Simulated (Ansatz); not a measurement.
# What a trial cell of B2P relaxes into

Method: DFT PBE, scalar-relativistic, plane waves, PAW (Ansatz 0.2.0). Cutoff 420 eV, Γ-centred k mesh, Gaussian smearing, no spin polarisation in the final step.

The start puts B2P on the marcasite structure type (Pnnm, No. 58), with P in place of Fe, B in place of S, at a guessed volume.

```
CELL_PARAMETERS angstrom
3.89868 0.00000 0.00000
0.00000 4.75831 0.00000
0.00000 0.00000 2.97046
ATOMIC_POSITIONS crystal
B 0.20040 0.37870 0.00000
B 0.79960 0.62130 0.00000
B 0.70040 0.12130 0.50000
B 0.29960 0.87870 0.50000
P 0.00000 0.00000 0.00000
P 0.50000 0.50000 0.50000
```

Cell and atoms relax at zero pressure; the relaxation can't lower the symmetry of the start. After a coarse first stage the cell is made exact in the group found at 0.06 Å.

Energies over the elements count from the elements' standard structures at the same level, with no empirical corrections.

(1) What does it relax into?

(2) What are its volume, energy, density and gap?

## Answers

(1) It keeps Pnnm (No. 58). The result has the marcasite structure. Conventional cell: a = 3.981 Å, b = 4.937 Å, c = 3.093 Å. B is coordinated by 1 B at 1.68 Å and 3 P at 2.08–2.09 Å; P is coordinated by 6 B at 2.08–2.09 Å.

Space group Pnnm (No. 58). a = 3.981 Å, b = 4.937 Å, c = 3.093 Å, α = 90.00°, β = 90.00°, γ = 90.00°
```csv
atom,site,symmetry,x,y,z
B,4g,..m,0.1696,0.3980,0.0000
P,2a,..2/m,0.0000,0.0000,0.0000
```

(2) The volume per atom is 10.13 Å³ and the density is 2.87 g/cm³. The energy over the elements is 0.69 eV/atom and the gap on the 10×8×12 mesh is 0 eV (a metal).

The final run used a 10×8×12 mesh on its 6-atom cell and 0.10 eV smearing. For metals, differences of a few meV/atom aren't resolved. A later test with randomly moved atoms lowered the energy by 690 meV/atom on a coarse mesh, so it isn't stable against such moves and is likely a saddle point held by symmetry. The steps took about 90 core-seconds in all.

Cost: 6 runs of about 11 core-minutes in all, on Arm Neoverse V2 (shared hosts).